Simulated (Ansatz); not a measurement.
**IrO2 under strain: ¹⁹¹Ir nuclear quadrupole resonance**

Cell: a COD entry, relaxed with PBE at fixed cell and then changed (z stretched by 3 %, ions relaxed).

```xyz
6
Lattice="4.4990 0.0000 0.0000 0.0000 4.4990 0.0000 0.0000 0.0000 3.2404" Properties=species:S:1:pos:R:3 pbc="T T T"
Ir    0.0000    0.0000    0.0000
Ir    2.2495    2.2495    1.6202
O     1.3956    1.3956    0.0000
O     0.8539    3.6451    1.6202
O     3.1034    3.1034    0.0000
O     3.6451    0.8539    1.6202
```

Sites (sets of like atoms) are named by element and the number of their first atom in this list.

Level of theory: DFT, PBE, plane waves and PAW, scalar-relativistic, collinear spin, 420 eV cutoff, Γ-centred 10×10×15 k-points, Fermi–Dirac smearing 0.05 eV (Ansatz 0.2.0). Start moments as typed (μB): 1 on each Ir, none on the rest.

¹⁹¹Ir: I = 3/2, Q = 816.0 mb (year-2017 value). Static lattice, zero field.

Question: At which frequencies do the ¹⁹¹Ir NQR lines lie?

Answer: For I = 3/2 there is one line, ν = (|C_Q|/2)(1 + η²/3)^½.

```
site  atoms  V_zz (10²¹ V/m²)  C_Q (MHz)     η  line frequencies (MHz)
  Ir   1, 2             10.32        204  0.76                   111.2
```

Question: And for 193Ir (I = 3/2, Q = 751.0 mb) on Ir?

Answer: C_Q scales with Q to 187 MHz, with lines at 102.3 MHz.

With no gap above 0.1 eV, as in a metal, the gradients converge slowly in k; expect changes of a tenth or more on a denser mesh. Spin–orbit coupling is left out, which shifts gradients on Ir by a few per cent in wide-gap crystals, and can shift them far more where the calculated gap is small or absent, as here. Semilocal functionals can leave a metal where correlation in the d or f shell opens a gap in the real compound, and that would change the values at and beside Ir. The start moments die out, and the run ends without spin.

The relaxation (4 steps) took 58 s of wall time (58 s of CPU time) and 0.98 GiB at its peak, on 1 thread of Intel Xeon 6975P-C (Granite Rapids) (x86_64; 16 cores open to the job, memory cap 3.0 GiB, no GPU), a shared host with a load of 0.1 a core.
